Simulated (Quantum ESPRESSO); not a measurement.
## Bi under changes of volume

One of the cells (35.070 Å³/atom); the others are scaled copies at fixed shape and fractional positions:

```xyz
2
Lattice="2.2675 1.3091 3.9380 -2.2675 1.3091 3.9380 0.0000 -2.6183 3.9380" Properties=species:S:1:pos:R:3 pbc="T T T"
Bi    0.0000    0.0000    9.0495
Bi    0.0000    0.0000    2.7645
```

```yaml
Program: Quantum ESPRESSO 7.5
Functional: PBEsol
Potentials_or_basis: PseudoDojo 0.4.1 SR PBEsol standard
Cutoff: 898 eV
Density_cutoff: 3592 eV
k_mesh: 7 × 7 × 7
Occupations: fermi-dirac, width 0.05 eV
Spin: no spin polarisation
```

```tsv
volume (Å³/atom)	energy over the lowest point (meV/atom)	pressure (GPa)	gap on the mesh (eV)	largest force (eV/Å)
32.965	17.61	3.1	0.30	0.455
33.667	6.59	1.8	0.28	0.346
34.368	0.92	0.7	0.27	0.244
35.070	0.00	-0.3	0.26	0.149
35.771	3.34	-1.3	0.25	0.059
36.472	?	?	?	?
37.174	20.98	-2.8	0.24	0.102
```

**Question.** What does the run at 36.472 Å³/atom give?

**Answer.** Energy over the lowest point 10.47 meV/atom; pressure -2.1 GPa; gap on the mesh 0.24 eV; largest force 0.024 eV/Å.

Worked out: A Birch-Murnaghan fit of order 3 (a polynomial in V^(-2/3)) to the other rows has its minimum at 34.86 Å³/atom with B0 = V·E''(V) = 50 GPa and B' = 4.6 at fixed shape and positions, which overstates the stiffness. It gives 10.46 meV/atom at 36.472 Å³/atom, against the run's 10.47, and -dE/dV = -2.0 GPa, against -2.1. A straight line through the other rows of the gap, of slope -0.487 eV per unit of ln V, gives 0.24 eV, against the run's 0.24.

Energies are extrapolated to zero smearing.

Caveats: spin-orbit coupling is left out, which as a rule narrows the gap of such compounds by several tenths of an eV; an odd mesh through Γ misses points on the zone boundary, where band edges often lie.
